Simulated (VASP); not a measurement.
**VASP 6.6.1 run: Ge**

INCAR

```
PREC = Accurate
MAGMOM = 1 1
ISMEAR = 0
LASPH = .TRUE.
EDIFF = 1E-7
NSW = 0
SIGMA = 0.3
ISPIN = 2
ISIF = 2
IBRION = -1
NBANDS = 21
GGA = PE
LCHARG = .FALSE.
ENCUT = 520
NELM = 120
LREAL = .FALSE.
LWAVE = .FALSE.
```

KPOINTS

```
KPOINTS created by Atomic Simulation Environment
0
Gamma
8 8 8
0 0 0
```

POSCAR

```
Ge
 1.0000000000000000
     0.0000000000000000    2.8368735120999999    2.8652422471999999
     2.8368735120999999    0.0000000000000000    2.8652422471999999
     2.8368735120999999    2.8368735120999999    0.0000000000000000
 Ge
   2
Cartesian
  0.0000000000000000  0.0000000000000000  0.0000000000000000
  1.4184367560500000  1.4184367560500000  1.4326211235999999
```

The recommended PBE PAW datasets give the neutral cell 28 valence electrons.

Command

```
mpirun -np 1 vasp_std
```

OSZICAR

```
N       E                     dE             d eps       ncg     rms          rms(c)
DAV:   1     0.189751864601E+03    0.18975E+03   -0.14509E+04  5570   0.363E+03
DAV:   2     0.190611540749E+02   -0.17069E+03   -0.16543E+03  4976   0.627E+02
DAV:   3    -0.779808881660E+01   -0.26859E+02   -0.26674E+02  5676   0.143E+02
DAV:   4    -0.871014307617E+01   -0.91205E+00   -0.91135E+00  5576   0.307E+01
DAV:   5    -0.872531354491E+01   -0.15170E-01   -0.15170E-01  5621   0.440E+00    0.950E+00
DAV:   6    -0.898352596000E+01   -0.25821E+00   -0.11414E-01  6635   0.576E+00    0.415E+00
DAV:   7    -0.902630771034E+01   -0.42782E-01   -0.57604E-02  5352   0.311E+00    0.138E+00
DAV:   8    -0.901428803228E+01    0.12020E-01   -0.24218E-02  5739   0.134E+00    0.426E-01
DAV:   9    -0.901566352771E+01   -0.13755E-02   -0.34416E-03  5356   0.440E-01    0.102E-01
DAV:  10    -0.901594102632E+01   -0.27750E-03   -0.19868E-04  5592   0.125E-01    0.549E-02
DAV:  11    -0.901620008942E+01   -0.25906E-03   -0.29035E-04  5216   0.110E-01    0.156E-02
DAV:  12    -0.901619598096E+01    0.41085E-05   -0.15986E-05  5736   0.445E-02    0.677E-03
DAV:  13    -0.901619560293E+01    0.37804E-06   -0.10527E-06  5250   0.128E-02    0.337E-03
DAV:  14    -0.901619627086E+01   -0.66793E-06   -0.89700E-07  4452   0.716E-03    0.113E-03
DAV:  15    -0.901619637137E+01   -0.10051E-06   -0.13351E-07  4321   0.312E-03    0.340E-04
DAV:  16    -0.901619638977E+01   -0.18404E-07   -0.93415E-09  3103   0.903E-04
   1 F= -.90161964E+01 E0= -.90131191E+01  d E =-.615457E-02  mag=    -0.0000
```

It converged. Results: pressure 2.3 GPa; magnetic moment of the cell 0.00 μB.

For comparison, a separate PBE run of the intended cell, on usual settings and not on those above, gives a gap of 0.00 eV on its mesh and a pressure of 2.2 GPa.

The run above took about 1.9 min on one core of a shared host (Intel Xeon Platinum 8488C) and held 0.23 GiB at most.
